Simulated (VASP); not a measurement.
# PbSe: single point with PBEsol

PbSe, a slab with vacuum:

```
Pb Se
1.0
    -6.23630    0.00000    6.25088
    -6.23630    0.00000   -6.25088
     3.11815  -12.00080    0.00000
Pb Se
8 8
Cartesian
  -9.3545 -7.3749 -0.0125
  -6.2363 -7.3749 3.1129
  -6.2363 -7.3749 -3.1380
  -3.1182 -7.3749 -0.0125
  -6.2363 -4.6259 -0.0125
  -3.1182 -4.6259 3.1129
  -3.1182 -4.6259 -3.1380
  0.0000 -4.6259 -0.0125
  -6.2363 -7.4544 -0.0938
  -3.1182 -7.4544 3.0317
  -3.1182 -7.4544 -3.2192
  0.0000 -7.4544 -0.0938
  -9.3545 -4.5464 -0.0938
  -6.2363 -4.5464 3.0317
  -6.2363 -4.5464 -3.2192
  -3.1182 -4.5464 -0.0938
```

The cell isn't the ideal one: the relaxed cell repeated 4 times, on the trajectory's mesh.

```yaml
Program: VASP 6.6.1
Task: single point
Functional: PBEsol
Potentials_or_basis: VASP PAW PBE potentials, release 64 (Pb_d, Se)
Cutoff: 520 eV
k_mesh: 2 × 2 × 1, shifted
Occupations: gaussian, width 0.1 eV
Spin: no spin polarisation
Dipole_correction: no
Further_INCAR_settings: LREAL = Auto; ALGO = Fast; EDIFF = 1e-07; NBANDS = 94; ISYM = 0
```

The largest force is 0.257 eV/Å and the band gap on the k mesh is 1.97 eV.

Forces in eV/Å, atoms in the order of the input:
```
Pb  -0.003  0.236 -0.012
Pb  -0.003  0.236 -0.012
Pb  -0.003  0.236 -0.012
Pb  -0.003  0.236 -0.012
Pb   0.003 -0.236 -0.012
Pb   0.003 -0.236 -0.012
Pb   0.003 -0.236 -0.012
Pb   0.003 -0.236 -0.012
Se  -0.002  0.257  0.012
Se  -0.002  0.257  0.012
Se  -0.002  0.257  0.012
Se  -0.002  0.257  0.012
Se   0.002 -0.257  0.012
Se   0.002 -0.257  0.012
Se   0.002 -0.257  0.012
Se   0.002 -0.257  0.012
```

Levels at points of the mesh, in eV from the valence-band top:
```
           k point  band 77  band 78  band 79  band 80  band 81  band 82  band 83  band 84
(0.25, 0.25, 0.00)    -0.40    -0.34    -0.02    -0.02     1.98     1.98     2.29     2.29
```

Wall time 6.9 min on 1 thread of Intel(R) Xeon(R) Platinum 8259CL CPU @ 2.50GHz (Skylake/Cascade Lake), with other jobs on the host, peak memory 0.94 GiB.

Caveat: the PAW data sets were made with another functional, which shifts forces and pressure a little; spin-orbit coupling is left out, which as a rule narrows the gap of such compounds by several tenths of an eV.
